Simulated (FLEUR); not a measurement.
# InSe (R3m) in FLEUR: band structure with r2SCAN

Aim: the band structure of InSe with r2SCAN.

All numbers are computed with FLEUR MaX-R8.1 (later development tree); they aren't measurements. Logs are shortened: lines on timing, memory, paths and dates and some standing lists are left out, and cuts for length are marked.

**The experiment to reproduce.**

From “The Interaction of Hydrogen with the van der Waals Crystal γ-InSe”, 2020, pmc:7321205, for a bulk crystal of InSe at 300 K: band gap 1.25 eV.

The runs below are set against these values where they give the same quantity.

## Step 1: The crystal as given

The structure is trigonal, space group R3m (No. 160). The conventional cell has a = 4.000 Å, b = 4.000 Å, c = 25.320 Å, α = 90.00°, β = 90.00°, γ = 120.00°. In (site symmetry 3m) is surrounded by 3 Se at 2.63 Å and 1 In at 2.82 Å. In (site symmetry 3m) has 3 Se at 2.64 Å and 1 In at 2.82 Å as nearest neighbours. Se (site symmetry 3m) is surrounded by 3 In at 2.63 Å. Se (site symmetry 3m) has 3 In at 2.64 Å as nearest neighbours.

## Step 2: Band structure, r2SCAN

inp.xml

```xml
<?xml version="1.0" encoding="UTF-8" standalone="no"?>
<fleurInput fleurInputVersion="0.39">
   <comment>
      InSe                                                                                                
   </comment>
   <calculationSetup>
      <cutoffs Kmax="4.38" Gmax="13.6" GmaxXC="13.6" numbands="0"/>
      <scfLoop itmax="80" minDistance="0.0001" maxIterBroyd="30" imix="Anderson" alpha="0.05" precondParam="0.0" spinf="2.0" sdNocoIR="T"/>
      <coreElectrons ctail="F" frcor="F" kcrel="0" coretail_lmax="0"/>
      <xcFunctional name="LibXC" relativisticCorrections="F">
         <LibXCName exchange="mgga_x_r2scan" correlation="mgga_c_r2scan"/>
         <AuxGGA exchange="117" correlation="130"/>
      </xcFunctional>
      <magnetism jspins="1"/>
      <soc l_soc="F" theta="0.0" phi="0.0" spav="F"/>
      <expertModes spex="0" secvar="F"/>
      <geometryOptimization l_f="F" forcealpha="1.0" forcemix="BFGS" epsdisp="0.00001" epsforce="0.00001"/>
      <ldaU l_linMix="F" mixParam="0.05" spinf="1.0"/>
   </calculationSetup>
   <cell>
      <bzIntegration valenceElectrons="74.0" mode="hist" fermiSmearingEnergy="0.00183747">
         <kPointListSelection listName="default-1"/>
         <!-- k-points included here -->
         <xi:include xmlns:xi="http://www.w3.org/2001/XInclude" href="kpts.xml"> </xi:include>
      </bzIntegration>
[... 41 lines left out ...]
      </species>
   </atomSpecies>
   <atomGroups>
      <atomGroup species="Indium (In)">
         <relPos label="                   1">-.1114000000 -.1114000000 -.1114000000</relPos>
         <force calculate="T" relaxXYZ="TTT"/>
      </atomGroup>
      <atomGroup species="Indium (In)">
         <relPos label="                   2">.0000000000 .0000000000 .0000000000</relPos>
         <force calculate="T" relaxXYZ="TTT"/>
      </atomGroup>
      <atomGroup species="Selenium (Se)">
         <relPos label="                   3">.1719000000 .1719000000 .1719000000</relPos>
         <force calculate="T" relaxXYZ="TTT"/>
      </atomGroup>
      <atomGroup species="Selenium (Se)">
         <relPos label="                   4">.3835000000 .3835000000 .3835000000</relPos>
         <force calculate="T" relaxXYZ="TTT"/>
      </atomGroup>
   </atomGroups>
   <output dos="F" band="F" slice="F">
      <checks vchk="F" cdinf="F"/>
      <bandDOS minEnergy="-.5*Htr" maxEnergy="0.5*Htr" sigma="0.015" storeEVData="T"/>
      <vacuumDOS vacdos="F" integ="F" star="F" nstars="0" locx1="0.0" locy1="0.0" locx2="0.0" locy2="0.0" nstm="0" tworkf="0.0"/>
      <unfoldingBand unfoldBand="F" supercellX="1" supercellY="1" supercellZ="1"/>
      <plotting iplot="0" polar="F">
         <plot TwoD="T" vec1="  1.0  0.0  0.0" vec2="  0.0  1.0  0.0" vec3="  0.0  0.0  1.0" zero="  0.0  0.0  0.0" file="plot"/>
      </plotting>
      <chargeDensitySlicing numkpt="0" minEigenval="0.0" maxEigenval="0.0" nnne="0" pallst="F"/>
      <specialOutput eonly="F"/>
      <moessbauerParams electricFieldGradient="T" isomerShift="T" coreHyperfine="T" valenceHyperfine="T"/>
      <magneticCircularDichroism mcd="F" energyLo="-10.0" energyUp="0.0"/>
   </output>
  <!-- We include the file relax.xml here to enable relaxations (see documentation) -->
  <xi:include xmlns:xi="http://www.w3.org/2001/XInclude" href="relax.xml"> <xi:fallback/> </xi:include>
</fleurInput>
```

crystal.txt

```
InSe
&input cartesian=F /
2.0000000000  1.1547005384  8.4400000000
-2.0000000000  1.1547005384  8.4400000000
0.0000000000  -2.3094010768  8.4400000000
1.8897261246
1.0 1.0 1.0

4
49 0.8886000000  0.8886000000  0.8886000000
49 0.0000000000  0.0000000000  0.0000000000
34 0.1719000000  0.1719000000  0.1719000000
34 0.3835000000  0.3835000000  0.3835000000

&kpt div1=8 div2=8 div3=8 gamma=T /
```

inp.xml (bands)

```
<?xml version="1.0" encoding="UTF-8" standalone="no"?>
<fleurInput fleurInputVersion="0.39">
   <comment>
      InSe                                                                                                
   </comment>
   <calculationSetup>
      <cutoffs Kmax="4.38" Gmax="13.6" GmaxXC="13.6" numbands="0"/>
      <scfLoop itmax="80" minDistance="0.0001" maxIterBroyd="30" imix="Anderson" alpha="0.05" precondParam="0.0" spinf="2.0" sdNocoIR="T"/>
      <coreElectrons ctail="F" frcor="F" kcrel="0" coretail_lmax="0"/>
      <xcFunctional name="LibXC" relativisticCorrections="F">
         <LibXCName exchange="mgga_x_r2scan" correlation="mgga_c_r2scan"/>
         <AuxGGA exchange="117" correlation="130"/>
      </xcFunctional>
      <magnetism jspins="1"/>
      <soc l_soc="F" theta="0.0" phi="0.0" spav="F"/>
      <expertModes spex="0" secvar="F"/>
      <geometryOptimization l_f="F" forcealpha="1.0" forcemix="BFGS" epsdisp="0.00001" epsforce="0.00001"/>
      <ldaU l_linMix="F" mixParam="0.05" spinf="1.0"/>
   </calculationSetup>
   <cell>
      <bzIntegration valenceElectrons="74.0" mode="hist" fermiSmearingEnergy="0.00183747">
         <kPointListSelection listName="path-1"/>
         <!-- k-points included here -->
         <xi:include xmlns:xi="http://www.w3.org/2001/XInclude" href="kpts.xml"> </xi:include>
      </bzIntegration>
[... 41 lines left out ...]
      </species>
   </atomSpecies>
   <atomGroups>
      <atomGroup species="Indium (In)">
         <relPos label="                   1">-.1114000000 -.1114000000 -.1114000000</relPos>
         <force calculate="T" relaxXYZ="TTT"/>
      </atomGroup>
      <atomGroup species="Indium (In)">
         <relPos label="                   2">.0000000000 .0000000000 .0000000000</relPos>
         <force calculate="T" relaxXYZ="TTT"/>
      </atomGroup>
      <atomGroup species="Selenium (Se)">
         <relPos label="                   3">.1719000000 .1719000000 .1719000000</relPos>
         <force calculate="T" relaxXYZ="TTT"/>
      </atomGroup>
      <atomGroup species="Selenium (Se)">
         <relPos label="                   4">.3835000000 .3835000000 .3835000000</relPos>
         <force calculate="T" relaxXYZ="TTT"/>
      </atomGroup>
   </atomGroups>
   <output dos="F" band="T" slice="F">
      <checks vchk="F" cdinf="F"/>
      <bandDOS minEnergy="-.5*Htr" maxEnergy="0.5*Htr" sigma="0.015" storeEVData="T"/>
      <vacuumDOS vacdos="F" integ="F" star="F" nstars="0" locx1="0.0" locy1="0.0" locx2="0.0" locy2="0.0" nstm="0" tworkf="0.0"/>
      <unfoldingBand unfoldBand="F" supercellX="1" supercellY="1" supercellZ="1"/>
      <plotting iplot="0" polar="F">
         <plot TwoD="T" vec1="  1.0  0.0  0.0" vec2="  0.0  1.0  0.0" vec3="  0.0  0.0  1.0" zero="  0.0  0.0  0.0" file="plot"/>
      </plotting>
      <chargeDensitySlicing numkpt="0" minEigenval="0.0" maxEigenval="0.0" nnne="0" pallst="F"/>
      <specialOutput eonly="F"/>
      <moessbauerParams electricFieldGradient="T" isomerShift="T" coreHyperfine="T" valenceHyperfine="T"/>
      <magneticCircularDichroism mcd="F" energyLo="-10.0" energyUp="0.0"/>
   </output>
  <!-- We include the file relax.xml here to enable relaxations (see documentation) -->
  <xi:include xmlns:xi="http://www.w3.org/2001/XInclude" href="relax.xml"> <xi:fallback/> </xi:include>
</fleurInput>
```

Potentials or basis: all-electron, FLAPW.

On the command line:

```bash
$ inpgen -f crystal.txt -profile fastHighL
$ # inp.xml edited to the form shown
$ mpirun -n 4 fleur_MPI -pe_per_kpt 1
$ mpirun -n 4 fleur_MPI -pe_per_kpt 1   # second run, on inp.xml (bands)
```

What it wrote:

```text
Welcome to FLEUR        (www.flapw.de)
      MaX-Release 8.1          (www.max-centre.eu)

 func_ids         498         497         498         497
 func_ids         498         497         498         497
 MetaGGA potential functional detected - V_tau will be computed
 Auxiliary Potential for radial basis: exchange=         117  correlation=         130
 func_ids         498         497         498         497
 MetaGGA potential functional detected - V_tau will be computed
 Auxiliary Potential for radial basis: exchange=         117  correlation=         130
 func_ids         498         497         498         497
 MetaGGA potential functional detected - V_tau will be computed
 Auxiliary Potential for radial basis: exchange=         117  correlation=         130
 MetaGGA potential functional detected - V_tau will be computed
 Auxiliary Potential for radial basis: exchange=         117  correlation=         130
The functional 'Re-regularized SCAN exchange by Furness et al' is an exchange functional, it belongs to the 'MGGA' family and is defined in the reference(s):
The functional 'Re-regularized SCAN exchange by Furness et al' is an exchange functional, it belongs to the 'MGGA' family and is defined in the reference(s):
[1] J. W. Furness, A. D. Kaplan, J. Ning, J. P. Perdew, and J. Sun.,  J. Phys. Chem. Lett. 11, 8208-8215 (2020)
[2] J. W. Furness, A. D. Kaplan, J. Ning, J. P. Perdew, and J. Sun.,  J. Phys. Chem. Lett. 11, 9248-9248 (2020)
[... 10 lines left out ...]
 Using same functional for VXC and EXC
The functional 'Re-regularized SCAN correlation by Furness et al' is a correlation functional, it belongs to the 'MGGA' family and is defined in the reference(s):
[1] J. W. Furness, A. D. Kaplan, J. Ning, J. P. Perdew, and J. Sun.,  J. Phys. Chem. Lett. 11, 8208-8215 (2020)
[2] J. W. Furness, A. D. Kaplan, J. Ning, J. P. Perdew, and J. Sun.,  J. Phys. Chem. Lett. 11, 9248-9248 (2020)
 Using same functional for VXC and EXC
[2] J. W. Furness, A. D. Kaplan, J. Ning, J. P. Perdew, and J. Sun.,  J. Phys. Chem. Lett. 11, 9248-9248 (2020)
 Using same functional for VXC and EXC
The functional 'Re-regularized SCAN exchange by Furness et al' is an exchange functional, it belongs to the 'MGGA' family and is defined in the reference(s):
[1] J. W. Furness, A. D. Kaplan, J. Ning, J. P. Perdew, and J. Sun.,  J. Phys. Chem. Lett. 11, 8208-8215 (2020)
[2] J. W. Furness, A. D. Kaplan, J. Ning, J. P. Perdew, and J. Sun.,  J. Phys. Chem. Lett. 11, 9248-9248 (2020)
The functional 'Re-regularized SCAN correlation by Furness et al' is a correlation functional, it belongs to the 'MGGA' family and is defined in the reference(s):
[1] J. W. Furness, A. D. Kaplan, J. Ning, J. P. Perdew, and J. Sun.,  J. Phys. Chem. Lett. 11, 8208-8215 (2020)
[2] J. W. Furness, A. D. Kaplan, J. Ning, J. P. Perdew, and J. Sun.,  J. Phys. Chem. Lett. 11, 9248-9248 (2020)
 Using same functional for VXC and EXC

 ========== k-point set info ==========
 Selected k-point list: default-1
 k-point list type: mesh
 8 x 8 x 8
 Number of k points: 65

 ------------Calculation Setup---------------------------
 Number of MPI-tasks      :            4
 Number of PE/node        :            4
 Number of OMP-threads    :            1
 Using exactly            1  PE per kpt
 Using exactly            1  PE per kpt
 Using exactly            1  PE per kpt
 Using exactly            1  PE per kpt
 k-points in parallel     :            4
 pe's per k-point         :            1
 No of k-point loops      :           16
 Info/Warning             : your k-point parallelism is not fully load-balanced
 Eigenvalue solver        :       lapack
 Number of basis functions:         1272
 Approximate size of matrices (H+S) per k-point:         0.048 GB
 --------------------------------------------------------
The functional 'Hammer, Hansen, and Norskov' is an exchange functional, it belongs to the 'GGA' family and is defined in the reference(s):
[1] B. Hammer, L. B. Hansen, and J. K. Nørskov.,  Phys. Rev. B 59, 7413 (1999)
The functional 'Perdew, Burke & Ernzerhof' is a correlation functional, it belongs to the 'GGA' family and is defined in the reference(s):
The functional 'Hammer, Hansen, and Norskov' is an exchange functional, it belongs to the 'GGA' family and is defined in the reference(s):
[1] B. Hammer, L. B. Hansen, and J. K. Nørskov.,  Phys. Rev. B 59, 7413 (1999)
The functional 'Perdew, Burke & Ernzerhof' is a correlation functional, it belongs to the 'GGA' family and is defined in the reference(s):
[1] J. P. Perdew, K. Burke, and M. Ernzerhof.,  Phys. Rev. Lett. 77, 3865 (1996)
[2] J. P. Perdew, K. Burke, and M. Ernzerhof.,  Phys. Rev. Lett. 78, 1396 (1997)
 Using same functional for VXC and EXC
 Using auxiliary GGA potential for the first iteration of MetaGGA calculation.
The functional 'Hammer, Hansen, and Norskov' is an exchange functional, it belongs to the 'GGA' family and is defined in the reference(s):
[1] B. Hammer, L. B. Hansen, and J. K. Nørskov.,  Phys. Rev. B 59, 7413 (1999)
The functional 'Perdew, Burke & Ernzerhof' is a correlation functional, it belongs to the 'GGA' family and is defined in the reference(s):
[1] J. P. Perdew, K. Burke, and M. Ernzerhof.,  Phys. Rev. Lett. 77, 3865 (1996)
[2] J. P. Perdew, K. Burke, and M. Ernzerhof.,  Phys. Rev. Lett. 78, 1396 (1997)
 Using same functional for VXC and EXC
 Using auxiliary GGA potential for the first iteration of MetaGGA calculation.
The functional 'Hammer, Hansen, and Norskov' is an exchange functional, it belongs to the 'GGA' family and is defined in the reference(s):
[1] B. Hammer, L. B. Hansen, and J. K. Nørskov.,  Phys. Rev. B 59, 7413 (1999)
The functional 'Perdew, Burke & Ernzerhof' is a correlation functional, it belongs to the 'GGA' family and is defined in the reference(s):
[1] J. P. Perdew, K. Burke, and M. Ernzerhof.,  Phys. Rev. Lett. 77, 3865 (1996)
[2] J. P. Perdew, K. Burke, and M. Ernzerhof.,  Phys. Rev. Lett. 78, 1396 (1997)
 Using same functional for VXC and EXC
 Using auxiliary GGA potential for the first iteration of MetaGGA calculation.
[1] J. P. Perdew, K. Burke, and M. Ernzerhof.,  Phys. Rev. Lett. 77, 3865 (1996)
[2] J. P. Perdew, K. Burke, and M. Ernzerhof.,  Phys. Rev. Lett. 78, 1396 (1997)
 Using same functional for VXC and EXC
 Using auxiliary GGA potential for the first iteration of MetaGGA calculation.
 Reset of history
 Reset of history
 Iteration:     1   Distance:      21.40543746 me/bohr^3
The functional 'Hammer, Hansen, and Norskov' is an exchange functional, it belongs to the 'GGA' family and is defined in the reference(s):
[1] B. Hammer, L. B. Hansen, and J. K. Nørskov.,  Phys. Rev. B 59, 7413 (1999)
The functional 'Perdew, Burke & Ernzerhof' is a correlation functional, it belongs to the 'GGA' family and is defined in the reference(s):
[1] J. P. Perdew, K. Burke, and M. Ernzerhof.,  Phys. Rev. Lett. 77, 3865 (1996)
[2] J. P. Perdew, K. Burke, and M. Ernzerhof.,  Phys. Rev. Lett. 78, 1396 (1997)
 Using same functional for VXC and EXC
The functional 'Hammer, Hansen, and Norskov' is an exchange functional, it belongs to the 'GGA' family and is defined in the reference(s):
[1] B. Hammer, L. B. Hansen, and J. K. Nørskov.,  Phys. Rev. B 59, 7413 (1999)
The functional 'Perdew, Burke & Ernzerhof' is a correlation functional, it belongs to the 'GGA' family and is defined in the reference(s):
[1] J. P. Perdew, K. Burke, and M. Ernzerhof.,  Phys. Rev. Lett. 77, 3865 (1996)
[2] J. P. Perdew, K. Burke, and M. Ernzerhof.,  Phys. Rev. Lett. 78, 1396 (1997)
 Using same functional for VXC and EXC
The functional 'Hammer, Hansen, and Norskov' is an exchange functional, it belongs to the 'GGA' family and is defined in the reference(s):
[1] B. Hammer, L. B. Hansen, and J. K. Nørskov.,  Phys. Rev. B 59, 7413 (1999)
The functional 'Perdew, Burke & Ernzerhof' is a correlation functional, it belongs to the 'GGA' family and is defined in the reference(s):
[1] J. P. Perdew, K. Burke, and M. Ernzerhof.,  Phys. Rev. Lett. 77, 3865 (1996)
[... 445 lines left out ...]
 Using same functional for VXC and EXC
The functional 'Hammer, Hansen, and Norskov' is an exchange functional, it belongs to the 'GGA' family and is defined in the reference(s):
[1] B. Hammer, L. B. Hansen, and J. K. Nørskov.,  Phys. Rev. B 59, 7413 (1999)
The functional 'Perdew, Burke & Ernzerhof' is a correlation functional, it belongs to the 'GGA' family and is defined in the reference(s):
[1] J. P. Perdew, K. Burke, and M. Ernzerhof.,  Phys. Rev. Lett. 77, 3865 (1996)
[2] J. P. Perdew, K. Burke, and M. Ernzerhof.,  Phys. Rev. Lett. 78, 1396 (1997)
 Using same functional for VXC and EXC
The functional 'Hammer, Hansen, and Norskov' is an exchange functional, it belongs to the 'GGA' family and is defined in the reference(s):
[1] B. Hammer, L. B. Hansen, and J. K. Nørskov.,  Phys. Rev. B 59, 7413 (1999)
The functional 'Perdew, Burke & Ernzerhof' is a correlation functional, it belongs to the 'GGA' family and is defined in the reference(s):
[1] J. P. Perdew, K. Burke, and M. Ernzerhof.,  Phys. Rev. Lett. 77, 3865 (1996)
[2] J. P. Perdew, K. Burke, and M. Ernzerhof.,  Phys. Rev. Lett. 78, 1396 (1997)
 Using same functional for VXC and EXC
 Iteration:    20   Distance:       0.00003582 me/bohr^3

 ********************************************************************
 Run finished successfully
 Stop message:
   all done
 ********************************************************************
```

It took 14 min on 4 MPI ranks of Arm Neoverse V2, shared host.

What came out:

* Free energy: -452462.8031 eV
* Band gap on the k mesh: 0.85 eV, direct
* Band gap along the path: 0.85 eV, direct
* Valence electrons inside the program's atomic spheres: In 18.83; Se 14.05 (radii In 2.37, Se 2.24 bohr)

Levels at the corners of the path, in eV from the valence-band top:
```
point  band 33  band 34  band 35  band 36  band 37  band 38  band 39  band 40  band 41  band 42
    Γ    -1.50    -1.37    -1.37    -1.28    -1.28     2.06     2.57     4.76     4.76     5.64
    L    -3.55    -2.43    -2.43    -2.33    -1.72     1.49     2.30     4.00     4.37     5.15
   B1    -4.11    -3.77    -2.60    -2.31    -1.81     1.95     2.78     3.71     4.79     6.22
    B    -4.11    -3.77    -2.60    -2.31    -1.81     1.95     2.78     3.71     4.79     6.22
    Z    -1.44    -1.44    -1.20    -1.20     0.00     0.85     2.63     4.67     4.67     6.09
    Γ    -1.50    -1.37    -1.37    -1.28    -1.28     2.06     2.57     4.76     4.76     5.64
    X    -4.11    -3.79    -2.63    -2.28    -1.78     1.99     2.70     3.74     4.76     6.24
    Q    -4.11    -3.79    -2.63    -2.28    -1.78     1.99     2.70     3.74     4.76     6.24
    F    -3.30    -2.72    -2.59    -2.14    -1.54     1.50     2.26     3.67     3.98     4.74
   P1    -3.34    -2.64    -2.56    -2.17    -1.67     1.72     2.08     3.73     4.15     4.83
    Z    -1.44    -1.44    -1.20    -1.20     0.00     0.85     2.63     4.67     4.67     6.09
    L    -3.55    -2.43    -2.43    -2.33    -1.72     1.49     2.30     4.00     4.37     5.15
    P    -3.34    -2.64    -2.56    -2.17    -1.67     1.72     2.08     3.73     4.15     4.83
```

Core levels (eV from the Fermi level):
| atom | levels |
| --- | --- |
| 1 In | 1s1/2 -27734.4, 2s1/2 -4147.8, 2p1/2 -3867.2, 2p3/2 -3656.3, 3s1/2 -783.6, 3p1/2 -670.5, 3p3/2 -632.4, 3d3/2 -432.5, 3d5/2 -424.7 |
| 2 In | 1s1/2 -27734.4, 2s1/2 -4147.8, 2p1/2 -3867.2, 2p3/2 -3656.3, 3s1/2 -783.6, 3p1/2 -670.5, 3p3/2 -632.4, 3d3/2 -432.5, 3d5/2 -424.7 |
| 3 Se | 1s1/2 -12495.7, 2s1/2 -1600.3, 2p1/2 -1434.6, 2p3/2 -1392.8, 3s1/2 -207.3, 3p1/2 -150.7, 3p3/2 -144.8 |
| 4 Se | 1s1/2 -12495.7, 2s1/2 -1600.3, 2p1/2 -1434.6, 2p3/2 -1392.9, 3s1/2 -207.3, 3p1/2 -150.7, 3p3/2 -144.8 |

Caveat: the meta-GGA is that of a development version, with a GGA for the radial functions and cores and without core tails; spin-orbit coupling is left out, which moves the levels of the heavy elements.

## Step 3: How close it comes

Step 2. Against the measured gap of InSe, 1.25 eV (300 K; “The Interaction of Hydrogen with the van der Waals Crystal γ-InSe”, 2020, pmc:7321205), the calculated 0.85 eV is off by -0.40 eV. Spin-orbit coupling on In, Se is left out. The value is that of r2SCAN, without temperature or zero-point motion.
